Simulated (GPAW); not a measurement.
Input of a GPAW 26.7.0 run:

The input run.py:

```python
import spglib
from ase import Atoms
from ase.eos import EquationOfState
from ase.io import Trajectory, read
from ase.units import GPa
from gpaw import GPAW, PW, setup_paths

setup_paths.insert(0, '.')

atoms = read('PbS.cif')
cell, positions, numbers = spglib.find_primitive(
    (atoms.cell[:], atoms.get_scaled_positions(), atoms.numbers), symprec=1e-4)
atoms = Atoms(numbers, cell=cell, scaled_positions=positions, pbc=True)

traj = Trajectory('eos.traj', 'w')
volumes, energies = [], []
for x in [0.94, 0.96, 0.98, 1.0, 1.02, 1.04, 1.06]:
    a = atoms.copy()
    a.set_cell(atoms.cell * x**(1 / 3), scale_atoms=True)
    calc = GPAW(mode=PW(600),
                xc='LDA',
                kpts={'size': (6, 6, 6), 'gamma': True},
                occupations={'name': 'fermi-dirac', 'width': 0.05},
                nbands=19,
                convergence={'density': 1e-05, 'energy': 1e-05},
                maxiter=150,
                txt=f'eos-{x:.2f}.txt')
    a.calc = calc
    energies.append(a.get_potential_energy(force_consistent=True))
    volumes.append(a.get_volume())
    p = -a.get_stress()[:3].mean() / GPa
    calc.write(f'eos-{x:.2f}.gpw')
    traj.write(a)
    print(f'{x:.2f} {volumes[-1]:10.4f} A^3 {energies[-1]:14.6f} eV {p:9.3f} GPa', flush=True)

v0, e0, B = EquationOfState(volumes, energies, eos='birchmurnaghan').fit()
print(f'V0 = {v0:.4f} A^3, E0 = {e0:.6f} eV, B0 = {B / GPa:.2f} GPa')
```

PbS.cif

```cif
data_PbS
_cell_length_a 5.93150000
_cell_length_b 5.93150000
_cell_length_c 5.93150000
_cell_angle_alpha 90.00000000
_cell_angle_beta 90.00000000
_cell_angle_gamma 90.00000000
_space_group_name_H-M_alt 'Fm-3m'
_space_group_name_Hall '-F 4 2 3'
_space_group_IT_number 225
loop_
_space_group_symop_operation_xyz
'x,y,z'
'-x,-y,-z'
'-y,x,z'
'y,-x,-z'
'-x,-y,z'
'x,y,-z'
'y,-x,z'
'-y,x,-z'
'x,-y,-z'
'-x,y,z'
'-y,-x,-z'
'y,x,z'
'-x,y,-z'
'x,-y,z'
'y,x,-z'
'-y,-x,z'
'z,x,y'
'-z,-x,-y'
'z,-y,x'
'-z,y,-x'
'z,-x,-y'
'-z,x,y'
'z,y,-x'
'-z,-y,x'
'-z,x,-y'
'z,-x,y'
'-z,-y,-x'
'z,y,x'
'-z,-x,y'
'z,x,-y'
'-z,y,x'
'z,-y,-x'
'y,z,x'
'-y,-z,-x'
'x,z,-y'
'-x,-z,y'
'-y,z,-x'
'y,-z,x'
'-x,z,y'
'x,-z,-y'
'-y,-z,x'
'y,z,-x'
'-x,-z,-y'
'x,z,y'
'y,-z,-x'
'-y,z,x'
'x,-z,y'
'-x,z,-y'
'x,y+1/2,z+1/2'
'-x,-y+1/2,-z+1/2'
'-y,x+1/2,z+1/2'
'y,-x+1/2,-z+1/2'
'-x,-y+1/2,z+1/2'
'x,y+1/2,-z+1/2'
'y,-x+1/2,z+1/2'
'-y,x+1/2,-z+1/2'
'x,-y+1/2,-z+1/2'
'-x,y+1/2,z+1/2'
'-y,-x+1/2,-z+1/2'
'y,x+1/2,z+1/2'
'-x,y+1/2,-z+1/2'
[... 41 lines left out ...]
'y+1/2,-x,z+1/2'
'-y+1/2,x,-z+1/2'
'x+1/2,-y,-z+1/2'
'-x+1/2,y,z+1/2'
'-y+1/2,-x,-z+1/2'
'y+1/2,x,z+1/2'
'-x+1/2,y,-z+1/2'
'x+1/2,-y,z+1/2'
'y+1/2,x,-z+1/2'
'-y+1/2,-x,z+1/2'
'z+1/2,x,y+1/2'
'-z+1/2,-x,-y+1/2'
'z+1/2,-y,x+1/2'
'-z+1/2,y,-x+1/2'
'z+1/2,-x,-y+1/2'
'-z+1/2,x,y+1/2'
'z+1/2,y,-x+1/2'
'-z+1/2,-y,x+1/2'
'-z+1/2,x,-y+1/2'
'z+1/2,-x,y+1/2'
'-z+1/2,-y,-x+1/2'
'z+1/2,y,x+1/2'
'-z+1/2,-x,y+1/2'
'z+1/2,x,-y+1/2'
'-z+1/2,y,x+1/2'
'z+1/2,-y,-x+1/2'
'y+1/2,z,x+1/2'
'-y+1/2,-z,-x+1/2'
'x+1/2,z,-y+1/2'
'-x+1/2,-z,y+1/2'
'-y+1/2,z,-x+1/2'
'y+1/2,-z,x+1/2'
'-x+1/2,z,y+1/2'
'x+1/2,-z,-y+1/2'
'-y+1/2,-z,x+1/2'
'y+1/2,z,-x+1/2'
'-x+1/2,-z,-y+1/2'
'x+1/2,z,y+1/2'
'y+1/2,-z,-x+1/2'
'-y+1/2,z,x+1/2'
'x+1/2,-z,y+1/2'
'-x+1/2,z,-y+1/2'
'x+1/2,y+1/2,z'
'-x+1/2,-y+1/2,-z'
'-y+1/2,x+1/2,z'
'y+1/2,-x+1/2,-z'
'-x+1/2,-y+1/2,z'
'x+1/2,y+1/2,-z'
'y+1/2,-x+1/2,z'
'-y+1/2,x+1/2,-z'
'x+1/2,-y+1/2,-z'
'-x+1/2,y+1/2,z'
'-y+1/2,-x+1/2,-z'
'y+1/2,x+1/2,z'
'-x+1/2,y+1/2,-z'
'x+1/2,-y+1/2,z'
'y+1/2,x+1/2,-z'
'-y+1/2,-x+1/2,z'
'z+1/2,x+1/2,y'
'-z+1/2,-x+1/2,-y'
'z+1/2,-y+1/2,x'
'-z+1/2,y+1/2,-x'
'z+1/2,-x+1/2,-y'
'-z+1/2,x+1/2,y'
'z+1/2,y+1/2,-x'
'-z+1/2,-y+1/2,x'
'-z+1/2,x+1/2,-y'
'z+1/2,-x+1/2,y'
'-z+1/2,-y+1/2,-x'
'z+1/2,y+1/2,x'
'-z+1/2,-x+1/2,y'
'z+1/2,x+1/2,-y'
'-z+1/2,y+1/2,x'
'z+1/2,-y+1/2,-x'
'y+1/2,z+1/2,x'
'-y+1/2,-z+1/2,-x'
'x+1/2,z+1/2,-y'
'-x+1/2,-z+1/2,y'
'-y+1/2,z+1/2,-x'
'y+1/2,-z+1/2,x'
'-x+1/2,z+1/2,y'
'x+1/2,-z+1/2,-y'
'-y+1/2,-z+1/2,x'
'y+1/2,z+1/2,-x'
'-x+1/2,-z+1/2,-y'
'x+1/2,z+1/2,y'
'y+1/2,-z+1/2,-x'
'-y+1/2,z+1/2,x'
'x+1/2,-z+1/2,y'
'-x+1/2,z+1/2,-y'
loop_
_atom_site_label
_atom_site_type_symbol
_atom_site_symmetry_multiplicity
_atom_site_Wyckoff_symbol
_atom_site_fract_x
_atom_site_fract_y
_atom_site_fract_z
_atom_site_occupancy
Pb1 Pb 4 a 0.0000000000 0.0000000000 0.0000000000 1
S1 S 4 b 0.5000000000 0.0000000000 0.0000000000 1
```

Potentials or basis: PAW data sets generated in the run's folder for this functional, pw.

Command:

```console
$ gpaw-setup -f LDA Pb S
$ OMP_NUM_THREADS=1 python run.py
```

(1) What does it give for the pressure derivative of the bulk modulus?

(2) Predict the equilibrium volume.

## Answers

(1) 3.4.

(2) 24.78 Å³/atom.
